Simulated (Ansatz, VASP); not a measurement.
This is a calculation of K for Ansatz 0.2.0.

The input input.yaml:

```yaml
crystal:
  lattice:
    - [-2.6975585167, 2.6975585167, 2.7245341019]
    - [2.6975585167, -2.6975585167, 2.7245341019]
    - [2.6975585167, 2.6975585167, -2.7245341019]
  atoms:
    - { symbol: K, position: [0.0, 0.0, 0.0] }
kpoints:
  mp_grid: { grid: [7, 7, 7] }
scf:
  occupations: { method: fermi_dirac, width: 0.05 }
hamiltonian:
  xc: pbe
  pseudopotentials: { kind: all_electron, lapw: { basis_error: 0.001 } }
output:
  forces: true
  stress: true
  eigenvalues: true
```

Potentials or basis: all-electron LAPW, scalar-relativistic.

Command:

```bash
$ ansatz run input.yaml --threads 1 --pin off --max-ram 3072MiB --backend cpu --events-out ev --progress --plain --runs-dir out
```

Task: Translate it to VASP 6.6.1. Potentials there: VASP PAW PBE potentials, release 64 (K_sv).

Result: As run (the cutoff follows the program's own potentials):

File INCAR:

```
SYSTEM = K
PREC     = Accurate       ! precision mode
ENCUT    = 520            ! plane-wave cutoff, eV
EDIFF    = 1E-7           ! SCF threshold, eV
ISMEAR   = -1             ! smearing method
SIGMA    = 0.05           ! smearing width, eV
LREAL    = .FALSE.        ! projectors in reciprocal space
LASPH    = .TRUE.         ! aspherical terms in the spheres
NELM     = 100            ! most SCF steps
ALGO     = Normal         ! electronic algorithm
ISIF     = 2              ! what is computed and relaxed
LWAVE    = .FALSE.        ! write WAVECAR
LCHARG   = .FALSE.        ! write CHGCAR
GGA      = PE             ! functional
NBANDS   = 10             ! bands
```

KPOINTS

```
regular mesh
0
G
  7 7 7
  0 0 0
```

Contents of POSCAR:

```
K
1.0
   -2.6975585167      2.6975585167      2.7245341019
    2.6975585167     -2.6975585167      2.7245341019
    2.6975585167      2.6975585167     -2.7245341019
K
1
Direct
    0.0000000000      0.0000000000      0.0000000000
```

Potentials or basis: VASP PAW PBE potentials, release 64 (K_sv).

Command:

```bash
$ cat potpaw_PBE.64/K_sv/POTCAR > POTCAR
$ mpirun -np 1 vasp_std > vasp.out
```

Both were run:

|  | VASP | Ansatz | Ansatz less VASP |
| --- | --- | --- | --- |
| gap on the k mesh at the Fermi level (eV) | none | none | - |
| pressure (GPa) | -0.2 | -0.2 | +0.01 |

A gap of «none» marks a metal or a gap that the smearing closes. Ansatz ran all-electron here, so the differences hold the error of VASP's frozen core and of both bases.
